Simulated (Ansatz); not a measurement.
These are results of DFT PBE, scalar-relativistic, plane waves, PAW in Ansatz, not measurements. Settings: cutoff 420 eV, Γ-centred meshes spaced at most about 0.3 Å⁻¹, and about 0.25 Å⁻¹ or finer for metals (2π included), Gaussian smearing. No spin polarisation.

Each guess is relaxed in cell and atoms at zero pressure, on a coarse mesh first where it starts far from rest and then on a converged one. The steps can't lower the symmetry of the start, but it can rise. Energies are static (0 K, no zero-point motion).

Two unrelaxed guesses for TiC:

Guess 1.

```
Ti C
1.0
     4.01609    0.00000    0.00000
     0.00000    4.01609    0.00000
     0.00000    0.00000    4.87159
Ti C
3 3
Cartesian
  2.0080 2.0080 3.6116
  0.0000 2.0080 2.9017
  2.0080 0.0000 2.9017
  0.0000 2.0080 1.1416
  2.0080 0.0000 1.1416
  0.0000 0.0000 1.0680
```

Guess 2.

```
Ti C
1.0
    -1.55618    1.55618    2.09047
     1.55618   -1.55618    2.09047
     1.55618    1.55618   -2.09047
Ti C
1 1
Direct
  0.92837 0.92837 0.00000
  0.57163 0.57163 0.00000
```

Task: Where do they end, and which end is lower?

Result: Guess 2 ends lower, by 1.33 eV/atom. Guess 1: P4mm at 13.1 Å³/atom → Pm-3m at 12.8 Å³/atom; Guess 2: I4mm at 10.1 Å³/atom → Fm-3m (rock salt type) at 10.2 Å³/atom. Counting C atoms around Ti (those within 1.25 times the shortest such distance or 1.15 times the sum of covalent radii), the end of guess 1 has Ti 4 and the end of guess 2 has Ti 6. End of guess 1. Conventional cell: a = 4.255 Å. Ti has 4 C at 2.13 Å; around C lie 4 Ti at 2.13 Å. End of guess 2. Conventional cell: a = 4.333 Å. Ti is surrounded by 6 C at 2.17 Å; C is surrounded by 6 Ti at 2.17 Å.

Ends held by symmetry can be saddle points.
